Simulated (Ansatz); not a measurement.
# MgO: moving Mg off its site

MgO, P-6m2, a = 2.938 Å, c = 2.680 Å. This isn't the usual stable structure of the compound. Ansatz: PBE, PAW, 420 eV, Γ-centred 12×12×8 mesh on 2 atoms, Gaussian smearing 0.05 eV; no spin polarisation.

```
CELL_PARAMETERS angstrom
2.93772 0.00000 0.00000
-1.46886 2.54414 0.00000
0.00000 0.00000 2.67979
ATOMIC_POSITIONS crystal
Mg 0.00000 0.00000 0.00000
O 0.33333 0.66667 0.50000
```

Atom 1 (Mg) moves by x along the unit vector (-0.680, -0.392, -0.620), with its periodic images; all else is held. y is the free energy of the cell over the start, F the force along the path summed over the moved atoms.

```tsv
x (Å)	y (meV)	F (eV/Å)
-0.1000	?	?
-0.0750	9.28	0.25
-0.0500	4.16	0.16
-0.0250	1.05	0.08
0.0000	0.00	0.00
0.0250	1.08	-0.09
0.0500	4.41	-0.18
0.0750	10.16	-0.28
0.0875	14.00	-0.33
0.1000	18.53	-0.39
```

Q: Fit y = c2 x² + c3 x³ + c4 x⁴ to the energies of the other rows, give the force constant, and predict energy and force of the missing row.

A: Least squares on the rows shown. y = 1701.4 x² + 1039.8 x³ + 4749.3 x⁴. The force constant is 2 c2 = 3.40 eV/Å² (for all images moving together, not for a lone atom). The force −dy/dx at the missing row is 0.33 eV/Å (computed 0.33). At x = -0.1000 the fit asked for gives 16.45 meV. The run gave 16.42 meV, so the fit is 0.03 meV too high, a small miss on the scale of the series.

Cost: 10 runs of about 0.59 core-minutes in all, on Intel Xeon 6975P-C (Granite Rapids) (shared hosts).